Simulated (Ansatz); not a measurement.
**TiO2: do energies and stresses tell the same story?**

These are results of Ansatz 0.2.0, DFT PBE, scalar-relativistic, plane waves, PAW, not measurements.

Plane waves to 420 eV, a k mesh through Γ of 8×8×6 on the computed 6-atom cell and Gaussian smearing (0.02 eV); no spin polarisation.

Relaxed cell: I4_1/amd, a = 3.799 Å, b = 3.799 Å, c = 9.699 Å, α = 90.00°, β = 90.00°, γ = 90.00°, 6 atoms in the primitive cell.

Energies at zero smearing and pressures from the stress tensor, at volumes with shape and atoms relaxed:
```tsv
V (Å³/atom)	E − E(first) (meV/atom)	P (GPa)
10.265	0.00	25.26
10.615	-47.11	18.04
10.965	-79.25	11.57
11.315	-97.68	5.49
11.665	-103.58	0.01
12.015	-98.14	-4.91
12.365	-82.57	-9.27
12.832	-48.16	-14.22
```

Check P = −dE/dV between neighbouring volumes, and get the bulk modulus from the pressures alone.

With 1 eV/Å³ = 160.2 GPa:
```json
{"middle V (Å³/atom)": "10.440", "−ΔE/ΔV (GPa)": "21.570", "mean P (GPa)": "21.648"}
{"middle V (Å³/atom)": "10.790", "−ΔE/ΔV (GPa)": "14.712", "mean P (GPa)": "14.803"}
{"middle V (Å³/atom)": "11.140", "−ΔE/ΔV (GPa)": "8.438", "mean P (GPa)": "8.528"}
{"middle V (Å³/atom)": "11.490", "−ΔE/ΔV (GPa)": "2.703", "mean P (GPa)": "2.748"}
{"middle V (Å³/atom)": "11.840", "−ΔE/ΔV (GPa)": "-2.494", "mean P (GPa)": "-2.452"}
{"middle V (Å³/atom)": "12.190", "−ΔE/ΔV (GPa)": "-7.128", "mean P (GPa)": "-7.090"}
{"middle V (Å³/atom)": "12.598", "−ΔE/ΔV (GPa)": "-11.813", "mean P (GPa)": "-11.742"}
```

The two differ by 0.09 GPa at most. The mean of two end pressures misses the average over a step by about ΔV² P″/12, up to 0.10 GPa here; with that taken off 0.04 GPa remains, from the finite cutoff, the mesh or the relaxation's tolerance. Around V = 11.665 Å³/atom, the two neighbours give B = −V ΔP/ΔV = 11.665 × 10.40 / 0.700 = 173.4 GPa, against B0 = 171.0 GPa from the Birch–Murnaghan fit of the energies.

A ferromagnetic start lost its moments in a first run, so spin was left out; other magnetic orders weren't tried.